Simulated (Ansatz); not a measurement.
Crystal: TaS2.

```
Ta S
1.0
     3.35000    0.00000    0.00000
    -1.67500    2.90119    0.00000
     0.00000    0.00000    5.86000
Ta S
1 2
Cartesian
  0.0000 0.0000 0.0000
  1.6750 0.9671 4.3950
  0.0000 1.9341 1.4650
```

Base run:

* Program: Ansatz 0.2.0
* Functional: PBEsol
* Potentials or basis: all-electron LAPW, scalar-relativistic
* Cutoff: 258 eV (chosen from the basis error)
* Basis error allowed: 0.002 eV/atom
* k mesh: 9 × 9 × 5
* Occupations: fermi-dirac, width 0.05 eV
* Spin: no spin polarisation

Its results: pressure 4.4 GPa; largest force 0.988 eV/Å.

Task: After a change of settings the same cell gave: pressure 9.0 GPa; largest force 1.600 eV/Å. Which change was it?
A. potentials or basis from all-electron LAPW, scalar-relativistic to all-electron PAW datasets made for the crystal
B. potentials or basis from all-electron LAPW, scalar-relativistic to all-electron LAPW, non-relativistic
C. potentials or basis from all-electron LAPW, scalar-relativistic to all-electron LAPW, inner shells corrected to Dirac's equation

Result: B.

Caveats: this functional lacks dispersion, which binds the layers, so the pressure and a relaxed spacing across them are unreliable; relativity is left out, which matters for the heavier elements (some runs); forces of over 1 eV/Å show positions far from the minimum, so gaps and moduli don't describe the material at rest (some runs).

The runs don't all hold the same shells in valence.
